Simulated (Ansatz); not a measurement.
## Density of states of MgSe

```cif
data_structure
_symmetry_space_group_name_H-M 'Fm-3m'
_symmetry_Int_Tables_number 225
_cell_length_a 5.4510
_cell_length_b 5.4510
_cell_length_c 5.4510
_cell_angle_alpha 90.000
_cell_angle_beta 90.000
_cell_angle_gamma 90.000
_cell_volume 161.97
loop_
_atom_site_label
_atom_site_type_symbol
_atom_site_symmetry_multiplicity
_atom_site_Wyckoff_symbol
_atom_site_fract_x
_atom_site_fract_y
_atom_site_fract_z
_atom_site_occupancy
Mg1 Mg 4 a 0.00000 0.00000 0.00000 1
Se1 Se 4 b 0.50000 0.00000 0.00000 1
```

The runs use the primitive cell with vectors (0.000, 2.725, 2.725), (2.725, 0.000, 2.725), (2.725, 2.725, 0.000) Å, to which the k mesh refers.

The cell is COD entry 9008673, as deposited and not checked against the literature; nothing was relaxed. It is an old determination, and later ones may differ.

All numbers below come from DFT, PBE, all-electron LAPW, scalar-relativistic in Ansatz 0.2.0.

Settings: a Γ-centred 8×8×8 k mesh, Fermi–Dirac smearing of 0.02 eV, basis error target 1 meV/atom, no spin polarisation.

Q: Which of the resolved shells contributes most in the top eV of the valence band?

A: Se 4p, with 97 % of all states there; Mg 3s follows with 0 %.

Q: Tabulate the density of states.

A: States per eV and cell, averaged over 0.6 eV, from -12.5 to 5.3 eV, with energies (bin centres) from the valence-band top; empty bins are left out. The partial columns, the largest 3 alone, are projections on Löwdin-orthogonalised atomic shells (those that the program's projection atoms carry: the occupied ones and, for some elements, an empty d or f shell; other empty shells have no column), summed over atoms of an element. Weights on diffuse s and p shells depend on that basis and aren't pure angular character.
```
E (eV)  total  Se 4p  Se 4s  Mg 3s
 -12.3   0.82   0.01   0.64   0.16
 -11.7   2.38   0.02   2.25   0.10
  -5.1   0.01   0.01   0.00   0.00
  -4.5   0.63   0.47   0.01   0.15
  -3.9   1.93   1.57   0.05   0.27
  -3.3   0.57   0.46   0.03   0.07
  -2.7   0.99   0.88   0.02   0.06
  -2.1   1.31   1.19   0.01   0.06
  -1.5   1.90   1.78   0.01   0.05
  -0.9   1.92   1.85   0.00   0.01
  -0.3   0.74   0.72   0.00   0.00
   2.1   0.04   0.00   0.00   0.04
   2.7   0.20   0.02   0.01   0.14
   3.3   0.39   0.05   0.02   0.24
   3.9   0.84   0.12   0.03   0.40
   4.5   1.82   0.20   0.07   0.58
   5.1   0.45   0.03   0.01   0.06
```
